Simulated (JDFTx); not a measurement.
# BeS (F-43m) in JDFTx: single point with r2SCAN

Aim: the single point of BeS with r2SCAN.

Everything below comes from runs of JDFTx 1.7.0 (patched build). Logs are shortened: lines on timing, memory, paths and dates and some standing lists are left out, and cuts for length are marked. The log counts tension as positive stress, the text compression.

**1. The crystal as given**

It takes space group F-43m (No. 216, cubic). The conventional cell has a = 4.850 Å, b = 4.850 Å, c = 4.850 Å, α = 90.00°, β = 90.00°, γ = 90.00°. Around S (site symmetry -43m) lie 4 Be at 2.10 Å. Be (site symmetry -43m) is surrounded by 4 S at 2.10 Å.

**2. Single point, r2SCAN**

Contents of BeS.in:

```
lattice \
    0.0000000000     4.5825858522     4.5825858522 \
    4.5825858522     0.0000000000     4.5825858522 \
    4.5825858522     4.5825858522     0.0000000000
coords-type Lattice
ion S      0.7500000000     0.7500000000     0.7500000000 1
ion Be     0.0000000000     0.0000000000     0.0000000000 1

ion-species pseudo/S.upf
ion-species pseudo/Be.upf
elec-cutoff 40 320
elec-ex-corr mgga-x-r2scan mgga-c-r2scan
kpoint-folding 9 9 9
elec-smearing Fermi 0.0018374661
elec-n-bands 10
electronic-SCF nIterations 100 energyDiffThreshold 1e-09
electronic-minimize nIterations 30 energyDiffThreshold 1e-7
converge-empty-states yes
forces-output-coords Cartesian

dump-name run.$VAR
dump End Ecomponents EigStats BandEigs Kpoints Forces Stress ElecDensity KEdensity
```

Potentials or basis: SG15-PBE-1.2 with smoothed tails.

Run with:

```sh
$ jdftx -c 1 -i BeS.in -o BeS.out
```

The log of the run:

```text
*************** JDFTx 1.7.0 (patched build) ***************

Input parsed successfully to the following command list (including defaults):
[... the input with its defaults ...]

---------- Setting up symmetries ----------

Found 48 point-group symmetries of the bravais lattice
Found 24 space-group symmetries with basis
Applied RMS atom displacement 0 bohrs to make symmetries exact.

---------- Initializing the Grid ----------
R =
[            0      4.58259      4.58259  ]
[      4.58259            0      4.58259  ]
[      4.58259      4.58259            0  ]
unit cell volume = 192.469
G =
[   -0.68555    0.68555    0.68555  ]
[    0.68555   -0.68555    0.68555  ]
[    0.68555    0.68555   -0.68555  ]
Minimum fftbox size, Smin = [  56  56  56  ]
Chosen fftbox size, S = [  56  56  56  ]

---------- Initializing tighter grid for wavefunction operations ----------
R =
[            0      4.58259      4.58259  ]
[      4.58259            0      4.58259  ]
[      4.58259      4.58259            0  ]
unit cell volume = 192.469
G =
[   -0.68555    0.68555    0.68555  ]
[    0.68555   -0.68555    0.68555  ]
[    0.68555    0.68555   -0.68555  ]
Minimum fftbox size, Smin = [  40  40  40  ]
Chosen fftbox size, S = [  40  40  40  ]

---------- Exchange Correlation functional ----------
Initialized LibXC exchange functional 'Re-regularized SCAN exchange by Furness et al'
Initialized LibXC correlation functional 'Re-regularized SCAN correlation by Furness et al'

---------- Setting up pseudopotentials ----------
Width of ionic core gaussian charges (only for fluid interactions / plotting) set to 0

Reading pseudopotential file 'pseudo/S.upf':
  'S' pseudopotential, 'PBE' functional
  Generated using ONCVPSP code by D. R. Hamann
  6 valence electrons, 0 orbitals, 4 projectors, 602 radial grid points, with lMax = 1
  Core radius for overlap checks: 1.63 bohrs.

Reading pseudopotential file 'pseudo/Be.upf':
  'Be' pseudopotential, 'PBE' functional
  Generated using ONCVPSP code by D. R. Hamann
  4 valence electrons, 0 orbitals, 4 projectors, 602 radial grid points, with lMax = 1
  Core radius for overlap checks: 1.95 bohrs.

Initialized 2 species with 2 total atoms.

Folded 1 k-points by 9x9x9 to 729 k-points.

---------- Setting up k-points, bands, fillings ----------
Adding inversion symmetry to k-mesh for non-inversion-symmetric unit cell.
Reduced to 35 k-points under symmetry.
Computing the number of bands and number of electrons
Calculating initial fillings.
nElectrons:  10.000000   nBands: 10   nStates: 35

----- Setting up reduced wavefunction bases (one per k-point) -----
average nbasis = 2326.202 , ideal nbasis = 2325.658

---------- Setting up ewald sum ----------
Optimum gaussian width for ewald sums = 2.081331 bohr.
Real space sum over 1331 unit cells with max indices [  5  5  5  ]
Reciprocal space sum over 2197 terms with max indices [  6  6  6  ]

---------- Allocating electronic variables ----------
Initializing wave functions:  (No orbitals for LCAO)  bandwidth-limited random numbers

Setting the auxilliary hamiltonian equal to the subspace hamiltonian.

-------- Electronic minimization -----------
Will mix electronic and kinetic density at each iteration.
	FillingsUpdate:  mu: +0.509596500  nElectrons: 10.000000
	FillingsUpdate:  mu: -0.000000000  nElectrons: 10.000000
SCF: Cycle:  0   F: -22.738239611975466   dF: -1.055e+01   |Residual|: 1.913e+00   |deigs|: 1.109e+00
	FillingsUpdate:  mu: +0.100000000  nElectrons: 10.000000
SCF: Cycle:  1   F: -23.413665864498938   dF: -6.754e-01   |Residual|: 1.976e+00   |deigs|: 8.492e-02
	FillingsUpdate:  mu: +0.100000000  nElectrons: 10.000000
SCF: Cycle:  2   F: -23.482994604616973   dF: -6.933e-02   |Residual|: 1.795e+00   |deigs|: 5.297e-02
	FillingsUpdate:  mu: +0.256868826  nElectrons: 10.000000
SCF: Cycle:  3   F: -23.605640033083482   dF: -1.226e-01   |Residual|: 5.357e-01   |deigs|: 1.757e-01
	FillingsUpdate:  mu: +0.281944788  nElectrons: 10.000000
SCF: Cycle:  4   F: -23.633965465915647   dF: -2.833e-02   |Residual|: 8.092e-01   |deigs|: 1.221e-01
	FillingsUpdate:  mu: +0.279018377  nElectrons: 10.000000
SCF: Cycle:  5   F: -23.634185209233699   dF: -2.197e-04   |Residual|: 5.401e-01   |deigs|: 4.495e-02
	FillingsUpdate:  mu: +0.281509783  nElectrons: 10.000000
SCF: Cycle:  6   F: -23.636166851570557   dF: -1.982e-03   |Residual|: 4.082e-02   |deigs|: 1.401e-02
	FillingsUpdate:  mu: +0.280963264  nElectrons: 10.000000
SCF: Cycle:  7   F: -23.636200579939349   dF: -3.373e-05   |Residual|: 8.599e-02   |deigs|: 5.855e-03
	FillingsUpdate:  mu: +0.281245943  nElectrons: 10.000000
SCF: Cycle:  8   F: -23.636213433315703   dF: -1.285e-05   |Residual|: 1.129e-02   |deigs|: 2.637e-03
	FillingsUpdate:  mu: +0.281410864  nElectrons: 10.000000
SCF: Cycle:  9   F: -23.636215466348510   dF: -2.033e-06   |Residual|: 4.206e-03   |deigs|: 9.021e-04
	FillingsUpdate:  mu: +0.281387087  nElectrons: 10.000000
SCF: Cycle: 10   F: -23.636215688773483   dF: -2.224e-07   |Residual|: 1.665e-03   |deigs|: 4.006e-04
	FillingsUpdate:  mu: +0.281401772  nElectrons: 10.000000
SCF: Cycle: 11   F: -23.636215736730243   dF: -4.796e-08   |Residual|: 3.749e-04   |deigs|: 8.406e-05
	FillingsUpdate:  mu: +0.281406339  nElectrons: 10.000000
SCF: Cycle: 12   F: -23.636215745693590   dF: -8.963e-09   |Residual|: 6.000e-05   |deigs|: 7.542e-05
	FillingsUpdate:  mu: +0.281407033  nElectrons: 10.000000
SCF: Cycle: 13   F: -23.636215749225389   dF: -3.532e-09   |Residual|: 3.531e-05   |deigs|: 8.239e-05
	FillingsUpdate:  mu: +0.281407388  nElectrons: 10.000000
SCF: Cycle: 14   F: -23.636215750251573   dF: -1.026e-09   |Residual|: 2.111e-05   |deigs|: 3.324e-04
	FillingsUpdate:  mu: +0.281407365  nElectrons: 10.000000
SCF: Cycle: 15   F: -23.636215750608841   dF: -3.573e-10   |Residual|: 9.619e-06   |deigs|: 2.286e-04
	FillingsUpdate:  mu: +0.281407423  nElectrons: 10.000000
SCF: Cycle: 16   F: -23.636215750719337   dF: -1.105e-10   |Residual|: 5.679e-06   |deigs|: 2.988e-04
SCF: Converged (|Delta E|<1.000000e-09 for 2 iters).

Setting wave functions to eigenvectors of Hamiltonian
Converging empty states (this may take a while): |deigs|: 6.264e-04

# Stress tensor in Cartesian coordinates [Eh/a0^3]:
[ -3.88278e-05            0            0  ]
[            0 -3.88278e-05            0  ]
[            0            0 -3.88278e-05  ]

# Ionic positions in lattice coordinates:
ion S   0.750000000000000   0.750000000000000   0.750000000000000 1
ion Be   0.000000000000000   0.000000000000000   0.000000000000000 1

# Forces in Cartesian coordinates:
force S   0.000000000000000  -0.000000000000000   0.000000000000000 1
force Be   0.000000000000000  -0.000000000000000  -0.000000000000000 1

# Energy components:
   Eewald =      -15.1064138974246536
       EH =        3.0635663419609513
     Eloc =       -6.4058778821469273
      Enl =      -10.6698349684012204
      Exc =       -4.4116020563888192
       KE =        9.8939467116813322
-------------------------------------
     Etot =      -23.6362157507193373
       TS =        0.0000000000000005
-------------------------------------
        F =      -23.6362157507193373

IonicMinimize: Iter:   0  F: -23.636215750719337  |grad|_K:  1.891e-36
IonicMinimize: Converged (|grad|_K<1.000000e-04).

Dumping 'run.eigStats' ...
	eMin: -3.497563 at state 1 ( [ +0.000000 +0.000000 +0.111111 ] spin 0 )
	HOMO: +0.198361 at state 0 ( [ +0.000000 +0.000000 +0.000000 ] spin 0 )
	mu  : +0.281407
	LUMO: +0.333055 at state 23 ( [ +0.000000 +0.444444 +0.444444 ] spin 0 )
	eMax: +0.798198 at state 23 ( [ +0.000000 +0.444444 +0.444444 ] spin 0 )
	HOMO-LUMO gap: +0.134694
	Optical gap  : +0.230394 at state 0 ( [ +0.000000 +0.000000 +0.000000 ] spin 0 )
Done!
[note: mu as printed may lie anywhere between the filled and the empty levels]
```

Wall time 3 min (1 thread of Arm Neoverse V1, shared host); peak memory 0.14 GiB.

What came out:

- Free energy: -643.1742 eV
- Pressure: 1.1 GPa
- Band gap on the k mesh: 3.67 eV, indirect (least direct gap 6.27 eV)

Caveat: the potentials were made for another functional, which shifts forces and pressure; an odd mesh through Γ misses points on the zone boundary, where band edges often lie. r2SCAN opens gaps a little over a GGA but as a rule still falls short of measured ones.
